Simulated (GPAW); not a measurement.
The system is BP.

```
P B
1.0
     0.00000    2.26900    2.26900
     2.26900    0.00000    2.26900
     2.26900    2.26900    0.00000
P B
1 1
Direct
  0.75000 0.75000 0.75000
  0.00000 0.00000 0.00000
```

Program: GPAW 26.7.0. Alike in all runs: potentials or basis GPAW PAW data sets (gpaw-data 1.2.1), pw; no spin polarisation; cell as given.

**Question.** Order these runs on this cell by their band gap on the k mesh, lowest first.
A. level rSCAN; k mesh 10 × 10 × 10; cutoff (eV) 800; smearing fermi-dirac 0.05 eV; maxiter 150; mesh quality not flagged
B. level PBE; k mesh 8 × 8 × 8; cutoff (eV) 550; smearing fermi-dirac 0.001 eV; response ecut 80 eV; maxiter 150; response k mesh 25 × 25 × 25; response bands 20; kernels ["RPA", "ALDA", "LR0.3"]; mesh quality not flagged
C. level PBE0; k mesh 5 × 5 × 5; cutoff (eV) 600; smearing fermi-dirac 0.05 eV; maxiter 60; mesh quality coarse

**Answer.** B (1.28 eV), A (1.43 eV), C (2.69 eV).

Caveats: some runs use coarse meshes; an odd mesh through Γ misses points on the zone boundary, where band edges often lie (some runs); the long-wavelength limit can be off by a per cent or two (some runs).

A k mesh can miss the band edges, odd and even meshes differently.
